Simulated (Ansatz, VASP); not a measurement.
# SiC in two plane-wave programs, part 2 of 2

Wanted: the spread between two codes on one cell, functional and k mesh.

VASP 6.6.1 and Ansatz 0.2.0.

So far: Set-up; Ansatz: band structure, r2SCAN.

## 3. VASP: band structure, r2SCAN

Level of this step: r2SCAN; plane waves and PAW (Si_GW, C_GW) (VASP).

The same cell, functional, mesh and smearing now go to VASP, with its own data sets and cutoff.

Lines of VASP's logs that name or quote its potential files are left out, and so is its time.

INCAR

```
SYSTEM = SiC
PREC = Accurate
ENCUT = 440
EDIFF = 1E-08
NELM = 100
ISMEAR = 0
SIGMA = 0.01
LREAL = .FALSE.
ALGO = Normal
METAGGA = R2SCAN
LASPH = .TRUE.
NBANDS = 48
LORBIT = 11
LWAVE = .TRUE.
LCHARG = .FALSE.
KPAR = 4
```

POSCAR

```
SiC
1.0
    3.0790000000      0.0000000000      0.0000000000
   -1.5395000000      2.6664922183      0.0000000000
    0.0000000000      0.0000000000     20.1460000000
Si C
8 8
Direct
    0.3333333333      0.6666666667      0.2500000000
    0.6666666667      0.3333333333      0.7500000000
    0.3333333333      0.6666666667      0.6250000000
    0.6666666667      0.3333333333      0.1250000000
    0.0000000000      0.0000000000      0.0000000000
    0.0000000000      0.0000000000      0.5000000000
    0.3333333333      0.6666666667      0.8750000000
    0.6666666667      0.3333333333      0.3750000000
    0.3333333333      0.6666666667      0.9690000000
    0.6666666667      0.3333333333      0.4690000000
    0.0000000000      0.0000000000      0.0940000000
    0.0000000000      0.0000000000      0.5940000000
    0.3333333333      0.6666666667      0.3440000000
    0.6666666667      0.3333333333      0.8440000000
    0.3333333333      0.6666666667      0.7190000000
    0.6666666667      0.3333333333      0.2190000000
```

KPOINTS

```
Automatic mesh
0
Gamma
6 6 1
0 0 0
```

KPOINTS_OPT

```
Line mode
8
Line-mode
Reciprocal
  0.00000000   0.00000000   0.00000000 GAMMA
  0.50000000   0.00000000   0.00000000 M

  0.50000000   0.00000000   0.00000000 M
  0.33333333   0.33333333   0.00000000 K

  0.33333333   0.33333333   0.00000000 K
  0.00000000   0.00000000   0.00000000 GAMMA

  0.00000000   0.00000000   0.00000000 GAMMA
  0.00000000   0.00000000   0.50000000 A

  0.00000000   0.00000000   0.50000000 A
  0.50000000   0.00000000   0.50000000 L

  0.50000000   0.00000000   0.50000000 L
  0.33333333   0.33333333   0.50000000 H

  0.33333333   0.33333333   0.50000000 H
  0.00000000   0.00000000   0.50000000 A

  0.50000000   0.00000000   0.50000000 L
  0.50000000   0.00000000   0.00000000 M

  0.33333333   0.33333333   0.00000000 K
  0.33333333   0.33333333   0.50000000 H
```

Potentials, in the order of the species: Si_GW and C_GW (PBE family, release 64).

Launch:

```bash
$ mpirun -np 8 vasp_std
```

Numbers of over 12 decimals in the logs are rounded to 6 here.

The log of the run:

```text
[banner, memory and clock lines left out]
running    8 mpi-ranks, on    1 nodes
 distrk:  each k-point on    2 cores,    4 groups
 distr:  one band on    1 cores,    2 groups

 POSCAR found type information on POSCAR SiC
 POSCAR found :  2 types and      16 ions
|                                                                             |
|           W    W    AA    RRRRR   N    N  II  N    N   GGGG   !!!           |
|           W    W   A  A   R    R  NN   N  II  NN   N  G    G  !!!           |
|           W    W  A    A  R    R  N N  N  II  N N  N  G       !!!           |
|           W WW W  AAAAAA  RRRRR   N  N N  II  N  N N  G  GGG   !            |
|           WW  WW  A    A  R   R   N   NN  II  N   NN  G    G                |
|           W    W  A    A  R    R  N    N  II  N    N   GGGG   !!!           |
|                                                                             |
|     For optimal performance we recommend to set                             |
|       NCORE = 2 up to number-of-cores-per-socket                            |
|     NCORE specifies how many cores store one orbital (NPAR=cpu/NCORE).      |
|     This setting can greatly improve the performance of VASP for DFT.       |
|     The default, NCORE=1 might be grossly inefficient on modern             |
|     multi-core architectures or massively parallel machines. Do your        |
|     Unfortunately you need to use the default for GW and RPA                |
|     calculations (for HF NCORE is supported but not extensively tested      |
|     yet).                                                                   |
|                                                                             |

|                                                                             |
|               ----> ADVICE to this user running VASP <----                  |
|                                                                             |
|     You enforced a specific xc type in the INCAR file but a different       |
|     [... a line on the potential file left out ...]
|     I HOPE YOU KNOW WHAT YOU ARE DOING!                                     |
|                                                                             |

 LDA part: xc-table for (None), standard interpolation
 POSCAR, INCAR and KPOINTS ok, starting setup
 FFT: planning ... GRIDC
 FFT: planning ... GRID_SOFT
 FFT: planning ... GRID
 WAVECAR not read
 entering main loop
       N       E                     dE             d eps       ncg     rms          rms(c)
DAV:   1     0.144330305937E+03    0.14433E+03   -0.28109E+04   880   0.118E+03
DAV:   2    -0.161995827233E+03   -0.30633E+03   -0.28204E+03  1184   0.275E+02
DAV:   3    -0.180983653213E+03   -0.18988E+02   -0.18648E+02   848   0.612E+01
DAV:   4    -0.182878282925E+03   -0.18946E+01   -0.18890E+01  1272   0.275E+01
DAV:   5    -0.182889282114E+03   -0.10999E-01   -0.10990E-01   880   0.174E+00    0.193E+01
DAV:   6    -0.154009760021E+03    0.28880E+02   -0.35012E+01   888   0.260E+01    0.681E+00
DAV:   7    -0.154489583857E+03   -0.47982E+00   -0.93762E+00  1160   0.156E+01    0.356E+00
DAV:   8    -0.154559777641E+03   -0.70194E-01   -0.44185E-01  1072   0.383E+00    0.975E-01
DAV:   9    -0.154540173331E+03    0.19604E-01   -0.74170E-02   912   0.131E+00    0.213E-01
DAV:  10    -0.154541447935E+03   -0.12746E-02   -0.30203E-02  1064   0.697E-01    0.202E-01
DAV:  11    -0.154540488277E+03    0.95966E-03   -0.37421E-03   952   0.325E-01    0.333E-02
DAV:  12    -0.154540517669E+03   -0.29392E-04   -0.23979E-04  1016   0.844E-02    0.180E-02
DAV:  13    -0.154540516664E+03    0.10054E-05   -0.55447E-05  1072   0.319E-02    0.174E-03
DAV:  14    -0.154540518179E+03   -0.15151E-05   -0.29787E-06   880   0.103E-02    0.234E-03
DAV:  15    -0.154540519307E+03   -0.11286E-05   -0.98743E-07  1136   0.520E-03    0.252E-04
DAV:  16    -0.154540519531E+03   -0.22362E-06   -0.66999E-08   848   0.153E-03    0.244E-04
DAV:  17    -0.154540519423E+03    0.10738E-06   -0.82288E-09   584   0.678E-04    0.176E-04
DAV:  18    -0.154540519357E+03    0.66047E-07   -0.28278E-09   544   0.588E-04    0.106E-04
DAV:  19    -0.154540519330E+03    0.27866E-07   -0.22414E-09   568   0.399E-04    0.359E-05
DAV:  20    -0.154540519329E+03    0.28467E-09   -0.10284E-09   528   0.340E-04
   1 F= -.15454052E+03 E0= -.15454052E+03  d E =-.634003E-45
 Start KPOINTS_OPT (optional k-point list driver)
k-point batch [1-7\72]
       N       E                     dE             ncg
DAV:   1     0.319856801367E+04   -0.28745E+04      904
DAV:   2     0.104539263472E+04   -0.21532E+04     1176
DAV:   3     0.890884022385E+03   -0.15451E+03      872
DAV:   4     0.872294782559E+03   -0.18589E+02     1256
DAV:   5     0.872168959957E+03   -0.12582E+00      912
DAV:   6     0.872159346325E+03   -0.96136E-02     1256
DAV:   7     0.872159276683E+03   -0.69642E-04      944
DAV:   8     0.872159272877E+03   -0.38062E-05     1264
DAV:   9     0.872159272812E+03   -0.65397E-07      760
DAV:  10     0.872159272810E+03   -0.19151E-08      664
[...]
k-point batch [71-72\72]
       N       E                     dE             ncg
DAV:   1     0.131935806947E+05   -0.43540E+04      248
DAV:   2     0.126548391480E+05   -0.53874E+03      328
DAV:   3     0.126282541817E+05   -0.26585E+02      256
DAV:   4     0.126260103162E+05   -0.22439E+01      320
DAV:   5     0.126259894610E+05   -0.20855E-01      280
DAV:   6     0.126259880227E+05   -0.14383E-02      336
DAV:   7     0.126259880060E+05   -0.16660E-04      264
DAV:   8     0.126259880052E+05   -0.79854E-06      344
DAV:   9     0.126259880052E+05   -0.36380E-07      208
DAV:  10     0.126259880052E+05   -0.20664E-08      184
 writing wavefunctions
```

From OUTCAR (step 3):

```text
ion  position               nearest neighbor table
   1  0.333  0.667  0.250-  16 1.88  16 1.88  16 1.88  13 1.89   8 3.08   4 3.08   4 3.08   8 3.08
                             8 3.08   4 3.08
   2  0.667  0.333  0.750-  15 1.88  15 1.88  15 1.88  14 1.89   3 3.08   7 3.08   7 3.08   3 3.08
                             7 3.08   3 3.08
   3  0.333  0.667  0.625-  12 1.88  12 1.88  12 1.88  15 1.89   6 3.08   2 3.08   2 3.08   6 3.08
                             6 3.08   2 3.08
   4  0.667  0.333  0.125-  11 1.88  11 1.88  11 1.88  16 1.89   5 3.08   1 3.08   1 3.08   5 3.08
                             5 3.08   1 3.08
   5  0.000  0.000  0.000-   9 1.88   9 1.88   9 1.88  11 1.89   7 3.08   4 3.08   7 3.08   4 3.08
                             7 3.08   4 3.08
   6  0.000  0.000  0.500-  10 1.88  10 1.88  10 1.88  12 1.89   8 3.08   3 3.08   8 3.08   3 3.08
                             3 3.08   8 3.08
   7  0.333  0.667  0.875-  14 1.88  14 1.88  14 1.88   9 1.89   2 3.08   5 3.08   2 3.08   5 3.08
                             5 3.08   2 3.08
   8  0.667  0.333  0.375-  13 1.88  13 1.88  13 1.88  10 1.89   6 3.08   1 3.08   1 3.08   6 3.08
                             6 3.08   1 3.08
   9  0.333  0.667  0.969-   5 1.88   5 1.88   5 1.88   7 1.89
  10  0.667  0.333  0.469-   6 1.88   6 1.88   6 1.88   8 1.89
  11  0.000  0.000  0.094-   4 1.88   4 1.88   4 1.88   5 1.89
  12  0.000  0.000  0.594-   3 1.88   3 1.88   3 1.88   6 1.89
  13  0.333  0.667  0.344-   8 1.88   8 1.88   8 1.88   1 1.89
  14  0.667  0.333  0.844-   7 1.88   7 1.88   7 1.88   2 1.89
  15  0.333  0.667  0.719-   2 1.88   2 1.88   2 1.88   3 1.89
  16  0.667  0.333  0.219-   1 1.88   1 1.88   1 1.88   4 1.89

  LATTYP: Found a hexagonal cell.
 ALAT       =     3.0790000000
 C/A-ratio  =     6.5430334524

 Subroutine GETGRP returns: Found 12 space group operations
 (whereof  6 operations were pure point group operations)

The static configuration has the point symmetry C_3v.
 The point group associated with its full space group is C_6v.

 Found      7 irreducible k-points:

   k-points           NKPTS =      7   k-points in BZ     NKDIM =      7   number of bands    NBANDS=     48

   dimension x,y,z NGX =    24 NGY =   24 NGZ =  140
   dimension x,y,z NGXF=    48 NGYF=   48 NGZF=  280

   ENCUT  =  440.0 eV  32.34 Ry    5.69 a.u.   5.27  5.27 34.46*2*pi/ulx,y,z

   NELECT =      64.0000    total number of electrons

 k-points in reciprocal lattice and weights: Automatic mesh
   0.00000000  0.00000000  0.00000000       0.028
   0.16666667  0.00000000  0.00000000       0.167
   0.33333333  0.00000000  0.00000000       0.167
   0.50000000  0.00000000  0.00000000       0.083
   0.16666667  0.16666667  0.00000000       0.167
   0.33333333  0.16666667  0.00000000       0.333
   0.33333333  0.33333333  0.00000000       0.056

 average (electrostatic) potential at core
       1 -66.4726       2 -66.4726       3 -66.4442       4 -66.4442       5 -66.4109
       6 -66.4109       7 -66.4052       8 -66.4052       9 -46.9648      10 -46.9648
      11 -46.9902      12 -46.9902      13 -46.9478      14 -46.9478      15 -47.0440
      16 -47.0440

 E-fermi :   7.7826

 k-point     1 :       0.0000    0.0000    0.0000
  band No.  band energies     occupation
    ...
     28       7.4993      2.00000
     29       7.4993      2.00000
     30       7.6820      2.00000
     31       7.6820      2.00000
     32       7.6849      2.00000
     33      13.4591      0.00000
     34      13.5249      0.00000
     35      13.8586      0.00000
     36      14.1251      0.00000
     37      14.3430      0.00000
    ...

 k-point     2 :       0.1667    0.0000    0.0000
  band No.  band energies     occupation
    ...
     28       6.6190      2.00000
     29       7.0972      2.00000
     30       7.1388      2.00000
     31       7.3836      2.00000
     32       7.4366      2.00000
     33      12.9361      0.00000
     34      13.1671      0.00000
     35      13.1896      0.00000
     36      13.6708      0.00000
     37      13.9386      0.00000
    ...

 k-point     3 :       0.3333    0.0000    0.0000
  band No.  band energies     occupation
    ...
     28       6.1380      2.00000
     29       6.3866      2.00000
     30       6.4218      2.00000
     31       6.6254      2.00000
     32       6.8229      2.00000
     33      10.8155      0.00000
     34      10.8743      0.00000
     35      11.5192      0.00000
     36      11.8575      0.00000
     37      12.6048      0.00000
    ...

  Total       -1.3497202     -1.3497202     -2.1289635      0.0000000      0.0000000      0.0000000
  in kB      -13.0742108    -13.0742108    -20.6224362      0.0000000      0.0000000      0.0000000
  external PRESSURE =     -15.5902859 kB  Pullay stress =       0.0000000 kB

  energy-cutoff  :      440.00
  volume of cell :      165.40
      direct lattice vectors                 reciprocal lattice vectors
     3.079000000  0.000000000  0.000000000     0.324780773  0.187512267  0.000000000
    -1.539500000  2.666492218  0.000000000     0.000000000  0.375024533  0.000000000
     0.000000000  0.000000000 20.146000000     0.000000000  0.000000000  0.049637645

 POSITION                                       TOTAL-FORCE (eV/Angst)
 -----------------------------------------------------------------------------------
     -0.00000      1.77766      5.03650         0.000000      0.000000      0.080044
      1.53950      0.88883     15.10950        -0.000000     -0.000000      0.080044
     -0.00000      1.77766     12.59125        -0.000000      0.000000      0.066460
      1.53950      0.88883      2.51825         0.000000      0.000000      0.066460
      0.00000      0.00000      0.00000        -0.000000     -0.000000      0.077315
      0.00000      0.00000     10.07300         0.000000     -0.000000      0.077315
     -0.00000      1.77766     17.62775         0.000000     -0.000000      0.068611
      1.53950      0.88883      7.55475        -0.000000      0.000000      0.068611
     -0.00000      1.77766     19.52147         0.000000      0.000000     -0.088196
      1.53950      0.88883      9.44847        -0.000000      0.000000     -0.088196
      0.00000      0.00000      1.89372         0.000000      0.000000     -0.069330
      0.00000      0.00000     11.96672         0.000000      0.000000     -0.069330
     -0.00000      1.77766      6.93022         0.000000      0.000000      0.031432
      1.53950      0.88883     17.00322        -0.000000      0.000000      0.031432
     -0.00000      1.77766     14.48497         0.000000      0.000000     -0.166336
      1.53950      0.88883      4.41197        -0.000000      0.000000     -0.166336
 -----------------------------------------------------------------------------------
    total drift:                                0.000000      0.000000     -0.004585

  FREE ENERGIE OF THE ION-ELECTRON SYSTEM (eV)
  ---------------------------------------------------
  free  energy   TOTEN  =      -154.5405193293 eV

  energy  without entropy=     -154.5405193293  energy(sigma->0) =     -154.54051933

 total charge
# of ion       s       p       d       tot
------------------------------------------
    1        0.674   0.950   0.217   1.841
    2        0.674   0.950   0.217   1.841
    3        0.674   0.949   0.217   1.840
    4        0.674   0.949   0.217   1.840
    5        0.674   0.949   0.217   1.841
    6        0.674   0.949   0.217   1.841
    7        0.675   0.945   0.217   1.837
    8        0.675   0.945   0.217   1.837
    9        0.824   1.682   0.000   2.506
   10        0.824   1.682   0.000   2.506
   11        0.824   1.682   0.000   2.507
   12        0.824   1.682   0.000   2.507
   13        0.825   1.684   0.000   2.509
   14        0.825   1.684   0.000   2.509
   15        0.825   1.683   0.000   2.507
   16        0.825   1.683   0.000   2.507
--------------------------------------------------
tot         11.992  21.047   1.736  34.775

[... 3 further parts left out ...]
```

The PAW data sets were made with PBE, which is usual practice but a small mismatch for other functionals.

## 4. Side by side

Known differences besides the potentials themselves: VASP keeps PBE cores, Ansatz makes them for the functional; the cutoff is 500 eV in Ansatz and 440 eV in VASP. Total energies have different zeros and are not compared.

The two programs side by side:

| quantity | Ansatz | VASP | difference |
| --- | --- | --- | --- |
| gap over the path points (eV) | 2.136 | 2.143 | -0.007 |

Forces on 8 of the 16 atoms, those with the largest forces and the largest differences (eV/Å; atoms numbered as in POSCAR):

| atom | Ansatz x, y, z | VASP x, y, z |
| --- | --- | --- |
| Si1 | 0.000, 0.000, 0.082 | 0.000, 0.000, 0.080 |
| Si2 | 0.000, 0.000, 0.082 | 0.000, 0.000, 0.080 |
| Si5 | 0.000, 0.000, 0.078 | 0.000, 0.000, 0.077 |
| C9 | 0.000, 0.000, -0.089 | 0.000, 0.000, -0.088 |
| C10 | 0.000, 0.000, -0.089 | 0.000, 0.000, -0.088 |
| C14 | 0.000, 0.000, 0.031 | 0.000, 0.000, 0.031 |
| C15 | 0.000, 0.000, -0.166 | 0.000, 0.000, -0.166 |
| C16 | 0.000, 0.000, -0.166 | 0.000, 0.000, -0.166 |

Levels at points of the path, from each program's valence-band top (eV; 4 filled, then empty):

| k (reciprocal lattice) | Ansatz | VASP |
| --- | --- | --- |
| 0.000 0.000 0.000 | -0.18 0.00 0.00 0.00 5.78 5.84 6.18 | -0.19 0.00 0.00 0.00 5.77 5.84 6.17 |
| 0.143 0.000 0.000 | -0.49 -0.45 -0.22 -0.17 5.58 5.77 5.84 | -0.50 -0.45 -0.22 -0.18 5.58 5.77 5.84 |
| 0.286 0.000 0.000 | -1.11 -1.07 -0.82 -0.69 3.66 3.74 4.20 | -1.11 -1.07 -0.82 -0.69 3.67 3.75 4.20 |
| 0.500 0.000 0.000 | -1.61 -1.58 -1.45 -1.15 2.14 2.34 3.28 | -1.62 -1.58 -1.45 -1.15 2.14 2.35 3.29 |
| 0.476 0.048 0.000 | -1.70 -1.54 -1.48 -1.31 2.28 2.52 3.50 | -1.70 -1.54 -1.48 -1.31 2.29 2.53 3.50 |
| 0.405 0.190 0.000 | -2.51 -2.14 -2.00 -1.64 3.36 3.86 4.42 | -2.52 -2.14 -2.01 -1.64 3.36 3.87 4.43 |
| 0.357 0.286 0.000 | -2.66 -2.39 -2.32 -2.01 3.72 4.43 4.48 | -2.66 -2.39 -2.32 -2.02 3.72 4.43 4.48 |
| 0.286 0.286 0.000 | -2.68 -2.15 -2.07 -1.86 3.90 4.21 4.50 | -2.68 -2.15 -2.08 -1.86 3.90 4.21 4.51 |
| 0.190 0.190 0.000 | -2.17 -1.60 -1.07 -0.86 4.74 5.01 5.14 | -2.18 -1.61 -1.08 -0.87 4.75 5.02 5.15 |
| 0.048 0.048 0.000 | -0.39 -0.21 -0.12 -0.06 6.14 6.22 6.43 | -0.39 -0.21 -0.12 -0.06 6.14 6.21 6.42 |

The forces differ by 0.4 meV/Å r.m.s., which is 0.7 % of the r.m.s. force of 0.05 eV/Å (both taken over all components). Among the levels compared at these points, filled levels agree within 4 meV and empty ones within 8 meV. Not compared: the pressure (VASP's GW data sets at this cutoff don't carry it).

## 5. Further runs

Further runs change the set-up of one program: Ansatz's method, potentials or start, or VASP's data sets, cutoff or form of LDA. The table gives Ansatz less VASP for each quantity, since a change that brings one quantity closer may part another.

```
                                        run  r.m.s. force difference (meV/Å)  gap over the path points (eV)
                                   as above                             0.38                        -0.0075
                       cores kept as stored                             0.17                        -0.0033
    Ansatz's larger PAW set (cutoff 800 eV)                             0.53                         0.0030
norm-conserving potentials (cutoff 1200 eV)                             0.38                         2.0e-4
```

## 6. Results

```yaml
difference_in_gap_over_the_path_points_band_structure_r2scan: -0.0075 eV
```

**Reading.** The difference in gap over the path points is -0.0075 eV (band structure, r2SCAN), within the 0.08 eV picked in this series as the mark of a large difference. Band structure, r2SCAN, cores kept as stored: r.m.s. force difference goes from 0.38 to 0.17 meV/Å; the difference in gap over the path points goes from -0.0075 to -0.0033 eV. Band structure, r2SCAN, Ansatz's larger PAW set (cutoff 800 eV): r.m.s. force difference goes from 0.38 to 0.53 meV/Å; the difference in gap over the path points goes from -0.0075 to 0.0030 eV. Band structure, r2SCAN, norm-conserving potentials (cutoff 1200 eV): the difference in gap over the path points goes from -0.0075 to 2.0e-4 eV. Such differences can come from data sets, numerical settings and the points named under the comparisons, not from the functional's error against experiment.

[Lines on the potential files, build, host, timing and source positions are cut from VASP's logs without a mark.]

[Logs are printed without paths, hosts, clocks, repeated set-up lines and the standing remarks that a program may print on its own settings, such as how far it seeks lower states.]

[Hosts, paths, dates, database ids (printed as entryN), source tags and the programs' standing remarks are cut or masked in the printed files.]
